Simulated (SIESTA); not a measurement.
Set up this calculation in SIESTA 5.4.2, as the native input.

| Quantity | Value |
| --- | --- |
| Task | band structure |
| Functional | LDA |
| Potentials or basis | PseudoDojo 0.4 standard (LDA files) |
| Basis | DZP (energy shift 0.003 Ry; two zetas on semicore shells) |
| Grid cutoff | 800 Ry |
| Energy shift | 0.003 Ry |
| k mesh | 8 × 8 × 8 |
| Occupations | fermi-dirac, width 0.05 eV |
| Spin | collinear spin, ferromagnetic start |
| Starting moments | [1.0, 1.0, 1.0, 0.0] μB |

The system is AlNi3.

```xyz
4
Lattice="0.0000 2.8019 2.8019 2.8019 0.0000 2.8019 2.8019 2.8019 0.0000" Properties=species:S:1:pos:R:3 pbc="T T T"
Ni    4.2028    4.2028    4.2028
Ni    0.0000    0.0000    0.0000
Ni    1.4009    1.4009    1.4009
Al    2.8019    2.8019    2.8019
```

The cell comes from a database or a generator and needn't be the stable form of this composition.

The input as run:

AlNi3.fdf

```
SystemName                      AlNi3
SystemLabel                     AlNi3
NumberOfSpecies                 2
NumberOfAtoms                   4
%block ChemicalSpeciesLabel
  1  28 Ni
  2  13 Al
%endblock ChemicalSpeciesLabel

LatticeConstant                 1.0 Ang
%block LatticeVectors
     0.0000000000     2.8018887551     2.8018887551
     2.8018887551     0.0000000000     2.8018887551
     2.8018887551     2.8018887551     0.0000000000
%endblock LatticeVectors
AtomicCoordinatesFormat         Fractional
%block AtomicCoordinatesAndAtomicSpecies
     0.7500000000     0.7500000000     0.7500000000  1  Ni
     0.0000000000     0.0000000000     0.0000000000  1  Ni
     0.2500000000     0.2500000000     0.2500000000  1  Ni
     0.5000000000     0.5000000000     0.5000000000  2  Al
%endblock AtomicCoordinatesAndAtomicSpecies

%block kgrid.MonkhorstPack
    8   0   0  0.0
    0   8   0  0.0
    0   0   8  0.0
%endblock kgrid.MonkhorstPack
XC.Functional                   LDA
XC.Authors                      PW92
PAO.BasisSize                   DZP
PAO.EnergyShift                 0.003 Ry
Mesh.Cutoff                     800 Ry
Spin                            polarized
%block DM.InitSpin
    1   1.000
    2   1.000
    3   1.000
    4   0.000
%endblock DM.InitSpin
OccupationFunction              FD
ElectronicTemperature           0.05 eV
MaxSCFIterations                200
SCF.MustConverge                false
SCF.Mixer.Method                Pulay
SCF.Mixer.Weight                0.1
SCF.Mixer.History               10
SCF.DM.Tolerance                5.0e-05
SCF.H.Tolerance                 1.0e-03 eV
WriteForces                     true
Charge.Mulliken                 end
BandLinesScale                  ReciprocalLatticeVectors
%block BandLines
    1    0.000000   0.000000   0.000000  \Gamma
   12    0.500000   0.000000   0.500000  X
    6    0.500000   0.250000   0.750000  W
    4    0.375000   0.375000   0.750000  K
   13    0.000000   0.000000   0.000000  \Gamma
   11    0.500000   0.500000   0.500000  L
    8    0.625000   0.250000   0.625000  U
    4    0.500000   0.250000   0.750000  W
    9    0.500000   0.500000   0.500000  L
    8    0.375000   0.375000   0.750000  K
    1    0.625000   0.250000   0.625000  U
    4    0.500000   0.000000   0.500000  X
%endblock BandLines
%block PAO.Basis
  Ni 5
  n=3 0 2
    2.442 0.000
  n=4 0 2
    7.025 0.000
  n=3 1 2
    2.721 0.000
  n=4 1 1
    7.025
  n=3 2 2
    4.458 0.000
%endblock PAO.Basis
```

Potentials or basis: PseudoDojo 0.4 standard (LDA files), DZP (energy shift 0.003 Ry; two zetas on semicore shells).

Command:

```bash
$ siesta < AlNi3.fdf > AlNi3.out 2>&1
```

Results of the run:

* Pressure: -6.4 GPa
* Band gap on the k mesh: none (metal or under the smearing width)
* Net moment: 0.00 μB per cell

Caveat: short orbitals over semicore shells can move pressures by several GPa; the basis of atomic orbitals isn't converged, which shifts pressures, moduli and gaps.

Wall time 9.8 min on 1 thread of Intel(R) Xeon(R) Platinum 8259CL CPU @ 2.50GHz (Skylake/Cascade Lake) (shared host), peak memory 0.49 GiB.
